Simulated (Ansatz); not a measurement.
The elements of this relaxed trial crystal are hidden behind letters.

```
lattice vectors (Å)
  -1.3078    1.3078    4.3471
   1.3078   -1.3078    4.3471
   1.3078    1.3078   -4.3471
fractional positions
X 0.3358 0.3358 0.0000
X 0.0858 0.5858 0.5000
Z 0.1642 0.1642 0.0000
Z 0.9142 0.4142 0.5000
```

Method: DFT PBE, scalar-relativistic, plane waves, PAW (Ansatz 0.2.0). Cutoff 420 eV, Γ-centred 24×24×24 mesh (4-atom cell), Gaussian smearing of 0.10 eV, no spin polarisation.

* Space group: I4_1md (No. 109)
* Conventional cell: a = 2.616 Å, c = 8.694 Å
* Volume per atom: 7.44 Å³
* Density: 2.77 g/cm³
* Energy over the elements: −0.72 eV/atom
* Gap on the 24×24×24 mesh of the 4-atom cell: 0 eV (a metal)

Energies are uncorrected and count from the elements' standard states at the same level.

Question: X is a p-block element of period 2 and Z is a p-block element of period 2. Which elements are they?

Answer: X = B, Z = N, so the formula is BN. Density times volume gives a mean mass of 2.77 × 7.44/1.6605 = 12.4 u per atom, and this set has 12.4 u. Around B lie 3 N at 1.48–1.49 Å; N has 3 B at 1.48–1.49 Å. Swapping B and N gives the same structure, so either order is right.

A structure relaxed within its symmetry needn't be a true minimum. Another cell of BN relaxed alike, in P2_1/m, lies 278 meV/atom lower, so this cell isn't the stable form at this level.
